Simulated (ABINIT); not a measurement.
**BaO (Fm-3m): G0W0 in ABINIT against the exchange cutoff**

Wanted: the cheapest exchange cutoff that holds the gap of BaO (Fm-3m).

Program: ABINIT 10.8.3. Level of theory: LDA and many-body steps on it, plane waves. Results are calculated unless marked as measured.

The database entry behind the starting cell differs from later determinations by our own check (about 0.7 % short), so it need not match the best structure at ambient conditions.

## 1. Set-up

The structure is cubic, space group Fm-3m (No. 225). The conventional cell has a = 5.500 Å, b = 5.500 Å, c = 5.500 Å, α = 90.00°, β = 90.00°, γ = 90.00°. Nearest to Ba lie 6 O at 2.75 Å. O has 6 Ba at 2.75 Å nearest. Farther neighbours and most contacts between anions are not listed.

Structure file:

```cif
data_structure
_symmetry_space_group_name_H-M 'P 1'
_symmetry_Int_Tables_number 1
_cell_length_a 3.8891
_cell_length_b 3.8891
_cell_length_c 3.8891
_cell_angle_alpha 60.000
_cell_angle_beta 60.000
_cell_angle_gamma 60.000
_cell_volume 41.59
loop_
_atom_site_label
_atom_site_type_symbol
_atom_site_fract_x
_atom_site_fract_y
_atom_site_fract_z
_atom_site_occupancy
Ba1 Ba 0.00000 0.00000 0.00000 1
O2 O 0.50000 0.50000 0.50000 1
```

The cell and positions come from the Crystallography Open Database and are kept as given unless a step says otherwise. Spin-orbit coupling is left out unless a step names it.

## 2. Screening, 4×4×4 mesh, 31 bands, screening to 106.1 eV

This step: ABINIT 10.8.3; RPA screening on LDA, plane waves, norm-conserving pseudopotentials.

The RPA dielectric matrix is built and inverted for each q.

File run.abi:

```
acell 3*1.0 Angstrom
rprim 
  -0.000000000000 2.750000000000 2.750000000000
  2.750000000000 -0.000000000000 2.750000000000
  2.750000000000 2.750000000000 -0.000000000000
ntypat 2
znucl 56 8
natom 2
typat 1 2
xred 
  0.000000000000 0.000000000000 0.000000000000
  0.500000000000 0.500000000000 0.500000000000
pp_dirpath "pseudos"
pseudos "Ba.upf, O.upf"
ecut 36
ngkpt 4 4 4
nshiftk 1
shiftk 0 0 0
kptopt 1
chksymbreak 0
istwfk *1
occopt 1
irdwfk 1
optdriver 3
nband 31
ecuteps 3.9
inclvkb 2
awtr 1
symchi 1
indata_prefix "in"
outdata_prefix "out"
tmpdata_prefix "tmp"
```

The run is started by

```sh
$ OMP_NUM_THREADS=1 mpirun -n 4 abinit run.abi > log
```

The log of the run:

```text
.Version 10.8.3 of ABINIT. v10.8.2 released Aug 2026.

 Symmetries : space group Fm -3 m (#225); Bravais cF (face-center cubic)
[... echo of the input left out ...]
== DATASET  1 ==================================================================
-   mpi_nproc: 4, omp_nthreads: 1 (-1 if OMP is not activated)

--- !DatasetInfo
iteration_state: {dtset: 1, }
dimensions: {natom: 2, nkpt: 8, mband: 31, nsppol: 1, nspinor: 1, nspden: 1, mpw: 2914, }
cutoff_energies: {ecut:  36.0, pawecutdg:  -1.0, }
electrons: {nelect:   1.60000000E+01, charge:   0.00000000E+00, occopt:   1.00000000E+00, tsmear:   1.00000000E-02, }

 SCREENING: Calculation of the susceptibility and dielectric matrices

 Based on a program developped by R.W. Godby, V. Olevano, G. Onida, and L. Reining.
 Incorporated in ABINIT by V. Olevano, G.-M. Rignanese, and M. Torrent.
.Using double precision arithmetic ; gwpc =  8

[... cell and pseudopotentials left out ...]
--------------------------------------------------------------------------------

 ==== K-mesh for the wavefunctions ====
 Number of points in the irreducible wedge :     8
[... list of points left out ...]
 Together with 48 symmetry operations and time-reversal symmetry
 yields    64 points in the full Brillouin Zone.

 ==== Q-mesh for the screening function ====
 Number of points in the irreducible wedge :     8
[... list of points left out ...]
 Together with 48 symmetry operations and time-reversal symmetry
 yields    64 points in the full Brillouin Zone.

 setmesh: FFT mesh size selected  =    27x   27x   27
          total number of points  =        19683

 vcoul_init : cutoff-mode = AUXILIARY_FUNCTION
 q-points for optical limit:   1
     1)      0.000010    0.000020    0.000030

- screening: taking advantage of time-reversal symmetry
- Maximum band index for partially occupied states nbvw = 8
- Remaining bands to be divided among processors   nbcw = 23
- Number of bands treated by each node ~5

 Number of electrons calculated from density =   16.0000; Expected =   16.0000
 average of density, n =  0.057003
 r_s =    1.6119
 omega_plasma =   23.0305 [eV]

 calculating chi0 at frequencies [eV] :
  1    0.000000E+00    0.000000E+00
  2    0.000000E+00    2.303049E+01

--------------------------------------------------------------------------------
  q-point number  1        q = ( 0.000000, 0.000000, 0.000000) [r.l.u.]
--------------------------------------------------------------------------------
[... chi0 elements left out ...]
 For q-point:  0.000010 0.000020 0.000030
  dielectric constant =   4.3371
  dielectric constant without local fields =   4.8009

  Average fulfillment of the sum rule on Im[epsilon] for q-point    1 :     43.38  [%]
[... wings left out ...]
  q-point number  2        q = ( 0.250000, 0.000000, 0.000000) [r.l.u.]
--------------------------------------------------------------------------------
[... chi0 elements left out ...]
  Average fulfillment of the sum rule on Im[epsilon] for q-point    2 :     71.42  [%]

 [... 6 further q-points ...]
```

The job ended after 4.3 s (4 MPI ranks of Arm Neoverse V2, shared host; peak memory 0.47 GiB).

This step gave:

| Item | Value |
| --- | --- |
| ε∞ with local fields, on this mesh, along the program's q direction | 4.337 |
| the same without local fields | 4.801 |
| plasma frequency | 23.03 eV |
| plane waves in the screening matrix | 113 |

Local fields lower ε∞ by 10 %. On a Γ-centred mesh this coarse the value itself is usually too large, while a short band sum pulls it down.

## 3. 3.6 Ha

This step: G0W0 on LDA, plane waves, norm-conserving pseudopotentials.

Edit run.abi of step 2 so:

```diff
@@ -23,8 +23,17 @@
 irdwfk 1
-optdriver 3
+optdriver 4
 nband 31
+gwcalctyp 0
+ecutsigx 3.6
+symsigma 1
+nkptgw 2
+kptgw 
+  0.5000000000 0.5000000000 0.0000000000
+  0.0000000000 0.0000000000 0.0000000000
+bdgw 
+  6 10
+  6 12
 ecuteps 3.9
-inclvkb 2
-awtr 1
-symchi 1
+irdscr 1
+ppmodel 1
 indata_prefix "in"
```

The log of the run:

```text
.Version 10.8.3 of ABINIT. v10.8.2 released Aug 2026.

 Symmetries : space group Fm -3 m (#225); Bravais cF (face-center cubic)
[... echo of the input left out ...]
== DATASET  1 ==================================================================
-   mpi_nproc: 4, omp_nthreads: 1 (-1 if OMP is not activated)

--- !DatasetInfo
iteration_state: {dtset: 1, }
dimensions: {natom: 2, nkpt: 8, mband: 31, nsppol: 1, nspinor: 1, nspden: 1, mpw: 2914, }
cutoff_energies: {ecut:  36.0, pawecutdg:  -1.0, }
electrons: {nelect:   1.60000000E+01, charge:   0.00000000E+00, occopt:   1.00000000E+00, tsmear:   1.00000000E-02, }

 SIGMA: Calculation of the GW corrections

 Based on a program developped by R.W. Godby, V. Olevano, G. Onida, and L. Reining.
 Incorporated in ABINIT by V. Olevano, G.-M. Rignanese, and M. Torrent.
.Using double precision arithmetic ; gwpc =  8

[... cell and pseudopotentials left out ...]
--------------------------------------------------------------------------------

 ==== K-mesh for the wavefunctions ====
 Number of points in the irreducible wedge :     8
[... list of points left out ...]
 Together with 48 symmetry operations and time-reversal symmetry
 yields    64 points in the full Brillouin Zone.

 ==== Q-mesh for screening function ====
 Number of points in the irreducible wedge :     8
[... list of points left out ...]
 Together with 48 symmetry operations and time-reversal symmetry
 yields    64 points in the full Brillouin Zone.

 vcoul_init : cutoff-mode = AUXILIARY_FUNCTION
 q-points for optical limit:   1
     1)      0.000010    0.000020    0.000030
 setmesh: FFT mesh size selected  =    25x   25x   25
          total number of points  =        15625

 Number of electrons calculated from density =   16.0000; Expected =   16.0000
 average of density, n =  0.057003
 r_s =    1.6119
 omega_plasma =   23.0305 [eV]

 === KS Band Gaps ===
  >>>> For spin  1
   Minimum direct gap =   1.8012 [eV], located at k-point      :   0.5000  0.5000  0.0000
   Fundamental gap    =   1.8012 [eV], Top of valence bands at :   0.5000  0.5000  0.0000
                                       Bottom of conduction at :   0.5000  0.5000  0.0000
 SIGMA fundamental parameters:
 PLASMON POLE MODEL  1
 number of plane-waves for SigmaX                   89
 number of plane-waves for SigmaC and W             89
 number of plane-waves for wavefunctions          2891
 number of bands                                    31
 number of independent spin polarizations            1
 number of spinorial components                      1
 number of k-points in IBZ                           8
 number of q-points in IBZ                           8
 number of symmetry operations                      48
 number of k-points in BZ                           64
 number of q-points in BZ                           64
 number of frequencies for dSigma/dE                 9
 frequency step for dSigma/dE [eV]                0.25
 number of omega for Sigma on real axis              0
 max omega for Sigma on real axis  [eV]           0.00
 zcut for avoiding poles [eV]                     0.10

 EPSILON^-1 parameters (SCR file):
 dimension of the eps^-1 matrix on file            113
 dimension of the eps^-1 matrix used                89
 number of plane-waves for wavefunctions          2891
 number of bands                                    31
 number of q-points in IBZ                           8
 number of frequencies                               2
 number of real frequencies                          1
 number of imag frequencies                          1

 matrix elements of self-energy operator (all in [eV])

 Perturbative Calculation

--- !SelfEnergy_ee
iteration_state: {dtset: 1, }
kpoint     : [   0.500,    0.500,    0.000, ]
spin       : 1
KS_gap     :    1.801
QP_gap     :    1.478
Delta_QP_KS:   -0.323
data: !SigmaeeData |
     Band     E0 <VxcDFT>   SigX SigC(E0)      Z dSigC/dE  Sig(E)    E-E0       E
        6   5.226 -18.429 -21.146   4.746   0.774  -0.291 -16.858   1.572   6.798
        7   5.226 -18.429 -21.146   4.746   0.774  -0.291 -16.858   1.572   6.798
        8   5.446 -18.417 -21.027   4.594   0.779  -0.284 -16.871   1.546   6.992
        9   7.248  -9.085  -4.383  -3.261   0.849  -0.178  -7.862   1.223   8.471
       10  11.511 -11.877  -5.989  -3.363   0.840  -0.191  -9.758   2.120  13.631

--- !SelfEnergy_ee
iteration_state: {dtset: 1, }
kpoint     : [   0.000,    0.000,    0.000, ]
spin       : 1
KS_gap     :    3.878
QP_gap     :    3.925
Delta_QP_KS:    0.048
data: !SigmaeeData |
     Band     E0 <VxcDFT>   SigX SigC(E0)      Z dSigC/dE  Sig(E)    E-E0       E
        6   4.993 -18.277 -21.141   4.853   0.771  -0.297 -16.743   1.534   6.527
[...]
10  10.087 -10.115  -4.773  -3.479   0.844  -0.184  -8.542   1.572  11.659
       11  10.087 -10.115  -4.773  -3.479   0.844  -0.184  -8.542   1.572  11.659
       12  10.087 -10.115  -4.773  -3.479   0.844  -0.184  -8.542   1.572  11.659

== END DATASET(S) ==============================================================
================================================================================

 -outvars: echo values of variables after computation  --------
           etotal      0.0000000000E+00
            nband          31
             nkpt           8
          spgroup         225
 [... the other variables as echoed above ...]

 Calculation completed.
```

Run time: 2.4 s. Hardware: 4 MPI ranks; peak memory 0.11 GiB.

Numbers from this step:

| Quantity | Value |
| --- | --- |
| G0W0 gap on the points computed | 1.479 eV |
| starting gap on the mesh | 1.801 eV |
| k of the valence top | 0.5, 0.5, 0 |
| k of the conduction bottom | 0.5, 0.5, 0 |
| Z at the valence top | 0.779 |
| Z at the conduction bottom | 0.849 |
| least direct G0W0 gap on the computed points | 1.479 eV |

## 4. 7.2 Ha

Edit run.abi of step 3 so:

```diff
@@ -26,3 +26,3 @@
 gwcalctyp 0
-ecutsigx 3.6
+ecutsigx 7.2
 symsigma 1
```

The log of the run:

```text
.Version 10.8.3 of ABINIT. v10.8.2 released Aug 2026.

 Symmetries : space group Fm -3 m (#225); Bravais cF (face-center cubic)
[... echo of the input left out ...]
== DATASET  1 ==================================================================
-   mpi_nproc: 4, omp_nthreads: 1 (-1 if OMP is not activated)

--- !DatasetInfo
iteration_state: {dtset: 1, }
dimensions: {natom: 2, nkpt: 8, mband: 31, nsppol: 1, nspinor: 1, nspden: 1, mpw: 2914, }
cutoff_energies: {ecut:  36.0, pawecutdg:  -1.0, }
electrons: {nelect:   1.60000000E+01, charge:   0.00000000E+00, occopt:   1.00000000E+00, tsmear:   1.00000000E-02, }

 SIGMA: Calculation of the GW corrections

 Based on a program developped by R.W. Godby, V. Olevano, G. Onida, and L. Reining.
 Incorporated in ABINIT by V. Olevano, G.-M. Rignanese, and M. Torrent.
.Using double precision arithmetic ; gwpc =  8

[... cell and pseudopotentials left out ...]
--------------------------------------------------------------------------------

 ==== K-mesh for the wavefunctions ====
 Number of points in the irreducible wedge :     8
[... list of points left out ...]
 Together with 48 symmetry operations and time-reversal symmetry
 yields    64 points in the full Brillouin Zone.

 ==== Q-mesh for screening function ====
 Number of points in the irreducible wedge :     8
[... list of points left out ...]
 Together with 48 symmetry operations and time-reversal symmetry
 yields    64 points in the full Brillouin Zone.

 vcoul_init : cutoff-mode = AUXILIARY_FUNCTION
 q-points for optical limit:   1
     1)      0.000010    0.000020    0.000030
 setmesh: FFT mesh size selected  =    30x   30x   30
          total number of points  =        27000

 Number of electrons calculated from density =   16.0000; Expected =   16.0000
[...]
number of omega for Sigma on real axis              0
 max omega for Sigma on real axis  [eV]           0.00
 zcut for avoiding poles [eV]                     0.10

 EPSILON^-1 parameters (SCR file):
 dimension of the eps^-1 matrix on file            113
 dimension of the eps^-1 matrix used               113
 number of plane-waves for wavefunctions          2891
 number of bands                                    31
 number of q-points in IBZ                           8
 number of frequencies                               2
 number of real frequencies                          1
 number of imag frequencies                          1

 matrix elements of self-energy operator (all in [eV])

 Perturbative Calculation

--- !SelfEnergy_ee
iteration_state: {dtset: 1, }
kpoint     : [   0.500,    0.500,    0.000, ]
spin       : 1
KS_gap     :    1.801
QP_gap     :    2.555
Delta_QP_KS:    0.753
data: !SigmaeeData |
     Band     E0 <VxcDFT>   SigX SigC(E0)      Z dSigC/dE  Sig(E)    E-E0       E
        6   5.226 -18.429 -22.717   4.811   0.771  -0.297 -18.026   0.404   5.630
        7   5.226 -18.429 -22.717   4.811   0.771  -0.297 -18.026   0.404   5.630
        8   5.446 -18.417 -22.571   4.655   0.776  -0.289 -18.028   0.389   5.835
[...]
--- !SelfEnergy_ee
iteration_state: {dtset: 1, }
kpoint     : [   0.000,    0.000,    0.000, ]
spin       : 1
KS_gap     :    3.878
QP_gap     :    4.733
Delta_QP_KS:    0.855
data: !SigmaeeData |
     Band     E0 <VxcDFT>   SigX SigC(E0)      Z dSigC/dE  Sig(E)    E-E0       E
[...]
11  10.087 -10.115  -4.923  -3.477   0.844  -0.185  -8.668   1.447  11.534
       12  10.087 -10.115  -4.923  -3.477   0.844  -0.185  -8.668   1.447  11.534

== END DATASET(S) ==============================================================
================================================================================

 -outvars: echo values of variables after computation  --------
           etotal      0.0000000000E+00
            nband          31
             nkpt           8
          spgroup         225
 [... the other variables as echoed above ...]

 Calculation completed.
```

Run time: 2.7 s. Hardware: 4 MPI ranks; peak memory 0.12 GiB.

Numbers from this step:

```yaml
g0w0_gap_on_the_points_computed: 2.555 eV
starting_gap_on_the_mesh: 1.801 eV
k_of_the_valence_top: 0.5, 0.5, 0
k_of_the_conduction_bottom: 0.5, 0.5, 0
z_at_the_valence_top: 0.776
z_at_the_conduction_bottom: 0.848
least_direct_g0w0_gap_on_the_computed_points: 2.555 eV
```

(Continued in part 2 of 2.)

[Paths, hosts, dates, memory and timing lines, banners, echoed tables and standing remarks are left out of the program output.]

[Logs are printed without paths, hosts, clocks, repeated set-up lines and the standing remarks that a program may print on its own settings, such as how far it seeks lower states.]

[Runs of the session that timed out or met a known fault of the program may be left out.]

[Hosts, paths, dates, database ids (printed as entryN), source tags and the programs' standing remarks are cut or masked in the printed files.]

[G0W0 gaps are taken among the corrected bands and points alone; a level outside them can change the order at an edge.]

[Where Ansatz stands beside ABINIT at settings called matched, ABINIT's density can come from a denser mesh and the files from another edition; pairs whose starting gaps differed by over 0.03 eV were left out, so agreement reads better than it is.]
